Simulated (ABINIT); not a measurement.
# Pb (Fm-3m) in ABINIT: notebook

Runs on Pb. Level: PBE. Tasks: equation of state.

Program: ABINIT 10.8.3 (patched build). These are calculated values, not measurements. Logs are shortened: lines on timing, memory, paths and dates and some standing lists are left out, and cuts for length are marked. The log counts tension as positive stress, the text compression.

## Step 1: The crystal as given

It takes space group Fm-3m (No. 225, cubic). The conventional cell has a = 4.950 Å, b = 4.950 Å, c = 4.950 Å, α = 90.00°, β = 90.00°, γ = 90.00°. Pb (site symmetry m-3m) is surrounded by 12 Pb at 3.50 Å.

## Step 2: Equation of state, PBE

run.abi reads:

```
ndtset 7
getwfk -1
scalecart1 3*0.9795861087
scalecart2 3*0.9864848297
scalecart3 3*0.9932883884
scalecart4 3*1.0000000000
scalecart5 3*1.0066227096
scalecart6 3*1.0131594038
scalecart7 3*1.0196128224

pp_dirpath "./"
pseudos "Pb.upf"

acell 3.5002068511 3.5002068511 3.5002068511 Angstrom
rprim
     0.0000000000     0.7071067812     0.7071067812
     0.7071067812     0.0000000000     0.7071067812
     0.7071067812     0.7071067812     0.0000000000
ntypat 1
znucl 82
natom 1
typat 1
xred
     0.0000000000     0.0000000000     0.0000000000

ecut 44.0

kptopt 1
ngkpt 9 9 9
nshiftk 1
shiftk 0.0 0.0 0.0

ixc 11

nband 15
occopt 3
tsmear 0.05 eV

nstep 100
tolvrs 1.0e-10

iomode 3
prtwf 1
prtden 0
prteig 0
prtebands 0
enunit 1
```

Potentials or basis: PseudoDojo NC SR PBE v0.4 stringent.

Command:

```sh
> abinit run.abi > log 2>&1
```

run.abo:

```text
.Version 10.8.3 of ABINIT
 DATASET    1 : space group Fm -3 m (#225); Bravais cF (face-center cubic)
================================================================================
 Values of the parameters that define the memory need for DATASET  1.
     intxc =       0    ionmov =       0      iscf =       7    lmnmax =       7
     lnmax =       7     mgfft =      40  mpssoang =       4    mqgrid =    3001
     natom =       1  nloc_mem =       1    nspden =       1   nspinor =       1
    nsppol =       1      nsym =      48    n1xccc =    2501    ntypat =       1
    occopt =       3   xclevel =       2
       mpw =        2701          nfft =       64000          nkpt =          35
================================================================================
================================================================================
[... 61 lines left out ...]
 DATASET    7 : space group Fm -3 m (#225); Bravais cF (face-center cubic)
================================================================================
 Values of the parameters that define the memory need for DATASET  7.
     intxc =       0    ionmov =       0      iscf =       7    lmnmax =       7
     lnmax =       7     mgfft =      45  mpssoang =       4    mqgrid =    3001
     natom =       1  nloc_mem =       1    nspden =       1   nspinor =       1
    nsppol =       1      nsym =      48    n1xccc =    2501    ntypat =       1
    occopt =       3   xclevel =       2
       mpw =        3047          nfft =       91125          nkpt =          35
================================================================================
================================================================================

--------------------------------------------------------------------------------
------------- Echo of variables that govern the present computation ------------
--------------------------------------------------------------------------------
 -outvars: echo values of preprocessed input variables --------
            acell      6.6144323326E+00  6.6144323326E+00  6.6144323326E+00 Bohr
              amu      2.07200000E+02
             ecut      4.40000000E+01 Hartree
           enunit           1
           getwfk          -1
              ixc          11
           jdtset        1    2    3    4    5    6    7
         kptrlatt        9    0    0      0    9    0      0    0    9
          kptrlen1     5.83146543E+01
          kptrlen2     5.87253344E+01
          kptrlen3     5.91303495E+01
          kptrlen4     5.95298910E+01
          kptrlen5     5.99241402E+01
          kptrlen6     6.03132689E+01
          kptrlen7     6.06974402E+01
            natom           1
            nband          15
           ndtset           7
            ngfft1         40      40      40
[... 29 lines left out ...]
            rprim6     0.0000000000E+00  7.1641188486E-01  7.1641188486E-01
                       7.1641188486E-01  0.0000000000E+00  7.1641188486E-01
                       7.1641188486E-01  7.1641188486E-01  0.0000000000E+00
            rprim7     0.0000000000E+00  7.2097514092E-01  7.2097514092E-01
                       7.2097514092E-01  0.0000000000E+00  7.2097514092E-01
                       7.2097514092E-01  7.2097514092E-01  0.0000000000E+00
          spgroup         225
           tolvrs      1.00000000E-10
           tsmear      1.83746611E-03 Hartree
            typat      1
            znucl       82.00000

================================================================================

 chkinp: Checking input parameters for consistency, jdtset=   1.

 chkinp: Checking input parameters for consistency, jdtset=   2.
[... 33 lines left out ...]
 getcut: wavevector=  0.0000  0.0000  0.0000  ngfft=  40  40  40
         ecut(hartree)=     44.000   => boxcut(ratio)=   2.06744

--- Pseudopotential description ------------------------------------------------
- pspini: atom type   1  psp file is ./Pb.upf
12 -101130 3 -1 1692                          pspcod,pspxc,lmax,lloc,mmax
     nproj     2     2     2     1

   5.98800903E+02                                ecore*ucvol(ha*bohr**3)
--------------------------------------------------------------------------------

================================================================================

--- !BeginCycle
iteration_state: {dtset: 1, }
solver: {iscf: 7, nstep: 100, nline: 4, wfoptalg: 0, }
tolerances: {tolvrs: 1.00E-10, }
...
[... 946 lines left out ...]
-Cartesian components of stress tensor (GPa)         [Pressure= -3.3723E-01 GPa]
- sigma(1 1)=  3.37227764E-01  sigma(3 2)=  0.00000000E+00
- sigma(2 2)=  3.37227764E-01  sigma(3 1)=  0.00000000E+00
- sigma(3 3)=  3.37227764E-01  sigma(2 1)=  0.00000000E+00

== END DATASET(S) ==============================================================
================================================================================

 -outvars: echo values of variables after computation  --------
            acell      6.6144323326E+00  6.6144323326E+00  6.6144323326E+00 Bohr
           etotal1    -2.0978644117E+02
           etotal2    -2.0978717553E+02
           etotal3    -2.0978772789E+02
           etotal4    -2.0978811769E+02
           etotal5    -2.0978836374E+02
           etotal6    -2.0978848318E+02
           etotal7    -2.0978849010E+02
            fcart1    -0.0000000000E+00 -0.0000000000E+00 -0.0000000000E+00
            fcart2    -0.0000000000E+00 -0.0000000000E+00 -0.0000000000E+00
            fcart3    -0.0000000000E+00 -0.0000000000E+00 -0.0000000000E+00
            fcart4    -0.0000000000E+00 -0.0000000000E+00 -0.0000000000E+00
            fcart5    -0.0000000000E+00 -0.0000000000E+00 -0.0000000000E+00
            fcart6    -0.0000000000E+00 -0.0000000000E+00 -0.0000000000E+00
            fcart7    -0.0000000000E+00 -0.0000000000E+00 -0.0000000000E+00
            rprim1     0.0000000000E+00  6.9267198023E-01  6.9267198023E-01
                       6.9267198023E-01  0.0000000000E+00  6.9267198023E-01
                       6.9267198023E-01  6.9267198023E-01  0.0000000000E+00
[... 17 lines left out ...]
                       7.2097514092E-01  7.2097514092E-01  0.0000000000E+00
           strten1    -2.0294012537E-04 -2.0294012537E-04 -2.0294012537E-04
                       0.0000000000E+00  0.0000000000E+00  0.0000000000E+00
           strten2    -1.5591372985E-04 -1.5591372985E-04 -1.5591372985E-04
                       0.0000000000E+00  0.0000000000E+00  0.0000000000E+00
           strten3    -1.1387348745E-04 -1.1387348745E-04 -1.1387348745E-04
                       0.0000000000E+00  0.0000000000E+00  0.0000000000E+00
           strten4    -7.6516500590E-05 -7.6516500590E-05 -7.6516500590E-05
                       0.0000000000E+00  0.0000000000E+00  0.0000000000E+00
           strten5    -4.3573719596E-05 -4.3573719597E-05 -4.3573719597E-05
                       0.0000000000E+00  0.0000000000E+00  0.0000000000E+00
           strten6    -1.4512026533E-05 -1.4512026533E-05 -1.4512026533E-05
                       0.0000000000E+00  0.0000000000E+00  0.0000000000E+00
           strten7     1.1462138721E-05  1.1462138721E-05  1.1462138721E-05
                       0.0000000000E+00  0.0000000000E+00  0.0000000000E+00
 Calculation completed.
```

It took 4.4 min on 1 thread of Arm Neoverse V1, shared host; peak memory 0.13 GiB.

Results:

```yaml
Equilibrium_volume: 31.87 Å³/atom
Bulk_modulus: 40 GPa
Pressure_derivative_of_the_bulk_modulus: 5.4
```

Energy against volume, from the lowest point:
```tsv
volume (Å³/atom)	energy (meV/atom)
28.503	55.75
29.110	35.77
29.716	20.74
30.323	10.13
30.929	3.44
31.535	0.19
32.142	0.00
```

Caveat: pressures at fixed basis lie under the slope of the energies. Spin-orbit coupling is left out, which matters for the levels of Pb.

## Step 3: Equation of state, PBE

run.abi: that of step 2 with these lines changed.

```diff
@@ -11,3 +11,3 @@
 pp_dirpath "./"
-pseudos "Pb.upf"
+pseudos "Pb_ONCV_PBE-1.2.upf"
 
@@ -25,3 +25,3 @@
 
-ecut 44.0
+ecut 18.0
 
@@ -34,3 +34,3 @@
 
-nband 15
+nband 11
 occopt 3
```

Potentials or basis: SG15 NC PBE v1.2.

Command:

```sh
> abinit run.abi > log 2>&1
```

run.abo:

```text
.Version 10.8.3 of ABINIT
 DATASET    1 : space group Fm -3 m (#225); Bravais cF (face-center cubic)
================================================================================
 Values of the parameters that define the memory need for DATASET  1.
     intxc =       0    ionmov =       0      iscf =       7    lmnmax =       8
     lnmax =       8     mgfft =      27  mpssoang =       4    mqgrid =    3001
     natom =       1  nloc_mem =       1    nspden =       1   nspinor =       1
    nsppol =       1      nsym =      48    n1xccc =       0    ntypat =       1
    occopt =       3   xclevel =       2
       mpw =         709          nfft =       19683          nkpt =          35
================================================================================
================================================================================
[... 61 lines left out ...]
 DATASET    7 : space group Fm -3 m (#225); Bravais cF (face-center cubic)
================================================================================
 Values of the parameters that define the memory need for DATASET  7.
     intxc =       0    ionmov =       0      iscf =       7    lmnmax =       8
     lnmax =       8     mgfft =      27  mpssoang =       4    mqgrid =    3001
     natom =       1  nloc_mem =       1    nspden =       1   nspinor =       1
    nsppol =       1      nsym =      48    n1xccc =       0    ntypat =       1
    occopt =       3   xclevel =       2
       mpw =         809          nfft =       19683          nkpt =          35
================================================================================
================================================================================
[... 1062 lines left out ...]
            acell      6.6144323326E+00  6.6144323326E+00  6.6144323326E+00 Bohr
           etotal1    -5.6446631071E+01
           etotal2    -5.6447368618E+01
           etotal3    -5.6447922970E+01
           etotal4    -5.6448313948E+01
           etotal5    -5.6448560420E+01
           etotal6    -5.6448679783E+01
           etotal7    -5.6448686305E+01
            fcart1    -0.0000000000E+00 -0.0000000000E+00 -0.0000000000E+00
            fcart2    -0.0000000000E+00 -0.0000000000E+00 -0.0000000000E+00
            fcart3    -0.0000000000E+00 -0.0000000000E+00 -0.0000000000E+00
            fcart4    -0.0000000000E+00 -0.0000000000E+00 -0.0000000000E+00
            fcart5    -0.0000000000E+00 -0.0000000000E+00 -0.0000000000E+00
            fcart6    -0.0000000000E+00 -0.0000000000E+00 -0.0000000000E+00
            fcart7    -0.0000000000E+00 -0.0000000000E+00 -0.0000000000E+00
            rprim1     0.0000000000E+00  6.9267198023E-01  6.9267198023E-01
                       6.9267198023E-01  0.0000000000E+00  6.9267198023E-01
                       6.9267198023E-01  6.9267198023E-01  0.0000000000E+00
[... 17 lines left out ...]
                       7.2097514092E-01  7.2097514092E-01  0.0000000000E+00
           strten1    -2.0425661084E-04 -2.0425661084E-04 -2.0425661084E-04
                       0.0000000000E+00  0.0000000000E+00  0.0000000000E+00
           strten2    -1.5691858343E-04 -1.5691858343E-04 -1.5691858343E-04
                       0.0000000000E+00  0.0000000000E+00  0.0000000000E+00
           strten3    -1.1463007973E-04 -1.1463007973E-04 -1.1463007973E-04
                       0.0000000000E+00  0.0000000000E+00  0.0000000000E+00
           strten4    -7.7073321146E-05 -7.7073321146E-05 -7.7073321146E-05
                       0.0000000000E+00  0.0000000000E+00  0.0000000000E+00
           strten5    -4.3974658741E-05 -4.3974658741E-05 -4.3974658741E-05
                       0.0000000000E+00  0.0000000000E+00  0.0000000000E+00
           strten6    -1.4796906919E-05 -1.4796906919E-05 -1.4796906919E-05
                       0.0000000000E+00  0.0000000000E+00  0.0000000000E+00
           strten7     1.1273999527E-05  1.1273999527E-05  1.1273999527E-05
                       0.0000000000E+00  0.0000000000E+00  0.0000000000E+00
 Calculation completed.
```

Run time: 47 s. Hardware: 1 thread of Arm Neoverse V1, shared host; peak memory 0.09 GiB.

Results:

```
Equilibrium volume                      : 31.87 Å³/atom
Bulk modulus                            : 40 GPa
Pressure derivative of the bulk modulus : 5.4
```

Energy against volume, from the lowest point:
```csv
volume (Å³/atom),energy (meV/atom)
28.503,55.93
29.110,35.86
29.716,20.77
30.323,10.13
30.929,3.43
31.535,0.18
32.142,0.00
```

Caveat: pressures at fixed basis lie under the slope of the energies. Spin-orbit coupling is left out, which matters for the levels of Pb.

## Step 4: Equation of state, PBE

run.abi: that of step 3 with these lines changed.

```diff
@@ -11,3 +11,3 @@
 pp_dirpath "./"
-pseudos "Pb_ONCV_PBE-1.2.upf"
+pseudos "Pb.upf"
 
@@ -25,3 +25,3 @@
 
-ecut 18.0
+ecut 31.0
```

Potentials or basis: Ansatz NC PBE.

Command:

```sh
> abinit run.abi > log 2>&1
```

Run time: 2.9 min. Hardware: 1 thread of Arm Neoverse V1, shared host; peak memory 0.11 GiB.

Results (log left out):

```yaml
Equilibrium_volume: 31.91 Å³/atom
Bulk_modulus: 40 GPa
Pressure_derivative_of_the_bulk_modulus: 5.4
```

Energy against volume, from the lowest point:
| volume (Å³/atom) | energy (meV/atom) |
| --- | --- |
| 28.503 | 56.95 |
| 29.110 | 36.72 |
| 29.716 | 21.47 |
| 30.323 | 10.65 |
| 30.929 | 3.77 |
| 31.535 | 0.35 |
| 32.142 | 0.00 |

Caveat: pressures at fixed basis lie under the slope of the energies.

## Step 5: Equation of state, PBE

run.abi: that of step 4 with these lines changed.

```diff
@@ -11,3 +11,3 @@
 pp_dirpath "./"
-pseudos "Pb.upf"
+pseudos "82_Pb_14_3.0_3.1_pbe_n_v1.0.psp8"
 
@@ -25,3 +25,3 @@
 
-ecut 31.0
+ecut 15.0
```

Potentials or basis: SPMS NC PBE v1.0.

Command:

```sh
> abinit run.abi > log 2>&1
```

Wall time 30 s (1 thread of Arm Neoverse V1, shared host); peak memory 0.09 GiB.

The run converged. Its results:

```
Equilibrium volume                      : 31.87 Å³/atom
Bulk modulus                            : 40 GPa
Pressure derivative of the bulk modulus : 5.4
```

Energy against volume, from the lowest point:
```
volume (Å³/atom)  energy (meV/atom)
          28.503              55.76
          29.110              35.74
          29.716              20.70
          30.323              10.09
          30.929               3.40
          31.535               0.16
          32.142               0.00
```

Caveat: pressures at fixed basis lie under the slope of the energies. The run has no spin-orbit coupling, so splittings on Pb are missing.

## Step 6: Summary

```csv
potentials or basis,cutoff (eV),V0 of scaled cells (Å³/atom),B0 (GPa)
PseudoDojo NC SR PBE v0.4 stringent,1197,31.87,40
SG15 NC PBE v1.2,490,31.87,40
Ansatz NC PBE,844,31.91,40
SPMS NC PBE v1.0,408,31.87,40
```

Alike in all rows: task equation of state; level PBE; no spin polarisation; cell as given; k mesh 9 × 9 × 9; smearing fermi-dirac 0.05 eV.

Caveats: pressures at fixed basis lie under the slope of the energies.

Absolute energies hang on the potentials; compare differences alone.

## Step 7: Comparison with measurements

Step 2. The cell as given is a measured one (30.32 Å³/atom); PBE puts the equilibrium volume +5.1 % from it, thermal expansion not counted.

Step 3. The cell as given is a measured one (30.32 Å³/atom); PBE puts the equilibrium volume +5.1 % from it, thermal expansion not counted.

Step 4. The cell as given is a measured one (30.32 Å³/atom); PBE puts the equilibrium volume +5.2 % from it, thermal expansion not counted.

Step 5. The cell as given is a measured one (30.32 Å³/atom); PBE puts the equilibrium volume +5.1 % from it, thermal expansion not counted.
